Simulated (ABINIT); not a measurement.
Runs of ABINIT 10.8.3 (patched build) on ZrS2. It takes space group P-3m1 (No. 164, trigonal). The conventional cell has a = 3.691 Å, b = 3.691 Å, c = 6.041 Å, α = 90.00°, β = 90.00°, γ = 120.00°. Zr (site symmetry -3m) is surrounded by 6 S at 2.57 Å. S (site symmetry 3m) has 3 Zr at 2.57 Å as nearest neighbours. The cell is a database's computed one.

| task | level | potentials or basis | spin | cell | k mesh | cutoff (eV) | smearing | fine-grid cutoff | three-body term of D3 | model dielectric constant (diemac) | cell freedom (optcell) | cutoff smearing ecutsm (Ha) | other keys | gap on the mesh (eV) | pressure (GPa) | largest force (eV/Å) |
| --- | --- | --- | --- | --- | --- | --- | --- | --- | --- | --- | --- | --- | --- | --- | --- | --- |
| single point | PBE | JTH PAW PBE v2.0 | off | atoms moved at random, drawn with an rms of 0.05 Å | 8 × 8 × 5 | 544 | fermi-dirac 0.05 eV | 1088.46 eV | - | - | - | - | - | 0.95 | -1.5 | 0.45 |
| relaxation of cell and atoms | revPBE+D3 | PseudoDojo NC SR PBE v0.4 stringent | off | relaxed to 10 GPa | 5 × 5 × 3 | 898 | fixed | - | yes | 50 | 2 | 0.5 | vdw3 = yes; diemac = 50 | 0.18 | 10.0 | - |
| single point | PBE | JTH PAW PBE v2.0 | off | as given | 8 × 8 × 5 | 544 | fermi-dirac 0.05 eV | 1088.46 eV | - | - | - | - | - | (b) | (a) | 0.03 |
| band structure | AM05 | JTH PAW PBE v2.0 | collinear, ferromagnetic start | volume scaled by 1.04 | 5 × 5 × 3 | 544 | methfessel-paxton 0.05 eV | 1088.46 eV | - | - | - | - | npulayit = 2; nline = 8 | 1.11 | -5.2 | 0.66 |

Task: Fill in the values left out.

Result: (a) 0.3; (b) 1.05.

Caveats: an odd mesh through Γ misses points on the zone boundary, where band edges often lie (some runs); this functional lacks dispersion, which binds the layers, so the pressure and a relaxed spacing across them are unreliable (some runs); the potentials were made for another functional, which shifts forces and pressure (some runs); Libxc's GGAs can fail where the two spin gradients oppose each other (some runs); small starting moments can end in a higher magnetic state in this program (some runs); the PAW data sets were made with another functional, which shifts forces and pressure a little (some runs).

A k mesh can miss the band edges, and the runs leave out spin-orbit coupling on Zr.
